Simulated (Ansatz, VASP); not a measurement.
## PtS2: VASP beside Ansatz

File INCAR:

```
SYSTEM = PtS2
PREC     = Accurate       ! precision mode
ENCUT    = 520            ! plane-wave cutoff, eV
EDIFF    = 1E-6           ! SCF threshold, eV
ISMEAR   = 0              ! smearing method
SIGMA    = 0.05           ! smearing width, eV
LREAL    = .FALSE.        ! projectors in reciprocal space
LASPH    = .TRUE.         ! aspherical terms in the spheres
NELM     = 100            ! most SCF steps
ALGO     = Normal         ! electronic algorithm
ISIF     = 2              ! what is computed and relaxed
LWAVE    = .FALSE.        ! write WAVECAR
LCHARG   = .FALSE.        ! write CHGCAR
GGA      = PS             ! functional
NBANDS   = 18             ! bands
```

Contents of KPOINTS:

```
regular mesh
0
G
  12 12 8
  0 0 0
```

POSCAR

```
PtS2
1.0
    3.6317794627      0.0000000000      0.0000000000
   -1.8158897313      3.1452132756      0.0000000000
    0.0000000000      0.0000000000      4.9128300000
Pt S
1 2
Direct
    0.0000000000      0.0000000000      0.0000000000
    0.3333333333      0.6666666667      0.2500000000
    0.6666666667      0.3333333333      0.7500000000
```

Input for Ansatz:

```yaml
crystal:
  lattice:
    - [3.6317794627, 0.0, 0.0]
    - [-1.8158897313, 3.1452132756, 0.0]
    - [0.0, 0.0, 4.91283]
  atoms:
    - { symbol: Pt, position: [0.0, 0.0, 0.0] }
    - { symbol: S, position: [0.3333333333, 0.6666666667, 0.25] }
    - { symbol: S, position: [0.6666666667, 0.3333333333, 0.75] }
basis:
  ecutwfc: 420
kpoints:
  mp_grid: { grid: [12, 12, 8] }
hamiltonian:
  xc: pbesol
scf:
  occupations: { method: gaussian, width: 0.05 }
output:
  forces: true
  stress: true
  eigenvalues: true
```

Change from the starting cell: strain +0.025 along x and y, -0.025 along z, atoms carried along.

Alike in both runs: task single point; functional PBEsol; k mesh 12 × 12 × 8; occupations gaussian, width 0.05 eV; no spin polarisation.

```csv
,VASP,Ansatz
version,VASP 6.6.1,Ansatz 0.2.0
potentials or method,"VASP PAW PBE potentials, release 64 (Pt, S)","scalar-relativistic, plane waves, PAW"
plane-wave cutoff (eV),520,420
valence electrons in the cell,22,30
```

```csv
,VASP,Ansatz,Ansatz less VASP
gap on the k mesh at the Fermi level (eV),0.26,0.25,-0.006
least direct gap on the mesh (eV),0.62,0.62,-0.006
pressure (GPa),-7.8,-7.5,+0.24
largest component of the traceless stress (GPa),1.83,1.72,-0.110
rms of the force components (eV/Å),0.338,0.328,-0.0102
```

Atom by atom the forces differ by 0.010 eV/Å (rms over components). The two sets of potentials don't hold the same shells in valence.

Caveats: the PAW data sets were made with another functional, which shifts forces and pressure a little (VASP); spin-orbit coupling is left out, which moves the levels of the heavy elements; the cell's inner coordinates are idealised or old, which leaves forces on the atoms.
